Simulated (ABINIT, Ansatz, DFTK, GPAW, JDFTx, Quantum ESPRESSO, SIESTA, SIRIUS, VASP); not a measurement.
Sr: 9 runs at one level of theory

```
CELL_PARAMETERS angstrom
0.00000 3.04235 3.04235
3.04235 0.00000 3.04235
3.04235 3.04235 0.00000
ATOMIC_POSITIONS crystal
Sr 0.00000 0.00000 0.00000
```

Alike in all runs: task single point; functional PBE; k mesh 8 × 8 × 8; occupations fermi-dirac, width 0.05 eV; no spin polarisation; no spin-orbit coupling. Pressure is positive in compression and, in plane waves, holds the error of the finite cutoff, which Ansatz's Pulay term estimates and takes out.

```json
{"program and potentials": "SIESTA, files PseudoDojo sr-pbe-0.4.1-standard, DZP (energy shift 0.003 Ry; two zetas on semicore shells; d shell added on Sr)", "plane-wave cutoff (eV)": "-", "notes": "atomic basis", "band gap (eV)": "no gap", "pressure (GPa)": "-0.36"}
{"program and potentials": "ABINIT, JTH PAW PBE v2.0", "plane-wave cutoff (eV)": "408", "notes": "-", "band gap (eV)": "no gap", "pressure (GPa)": "-0.42"}
{"program and potentials": "GPAW, GPAW PAW data sets (gpaw-data 1.2.1)", "plane-wave cutoff (eV)": "600", "notes": "-", "band gap (eV)": "no gap", "pressure (GPa)": "-0.28"}
{"program and potentials": "Quantum ESPRESSO, SSSP 1.3 efficiency PBE", "plane-wave cutoff (eV)": "748", "notes": "-", "band gap (eV)": "no gap", "pressure (GPa)": "-0.32"}
{"program and potentials": "VASP, PBE PAW files Sr_sv, 520 eV", "plane-wave cutoff (eV)": "520", "notes": "-", "band gap (eV)": "no gap", "pressure (GPa)": "-0.32"}
{"program and potentials": "Ansatz, Ansatz PAW (earlier soft set)", "plane-wave cutoff (eV)": "420", "notes": "-", "band gap (eV)": "no gap", "pressure (GPa)": "-0.33"}
{"program and potentials": "SIRIUS, PseudoDojo 0.4.1 PBE standard (scalar relativistic)", "plane-wave cutoff (eV)": "937", "notes": "-", "band gap (eV)": "no gap", "pressure (GPa)": "-0.33"}
{"program and potentials": "JDFTx, PseudoDojo-SR-PBE-0.5-standard", "plane-wave cutoff (eV)": "925", "notes": "-", "band gap (eV)": "no gap", "pressure (GPa)": "-0.33"}
{"program and potentials": "DFTK, PseudoDojo SR PBE 0.4.1 standard (PBE)", "plane-wave cutoff (eV)": "1088", "notes": "-", "band gap (eV)": "no gap", "pressure (GPa)": "-0.33"}
```

None finds a gap. The pressure spans -0.42 (ABINIT, JTH PAW PBE v2.0) to -0.28 GPa (GPAW, GPAW PAW data sets (gpaw-data 1.2.1)). Rows in atomic bases carry the error of their basis and grid, which can be large.

Differences between rows come from potentials, basis sets and numerical settings, since the functional is the same but for its coding. Runs on potential files found faulty are left out.
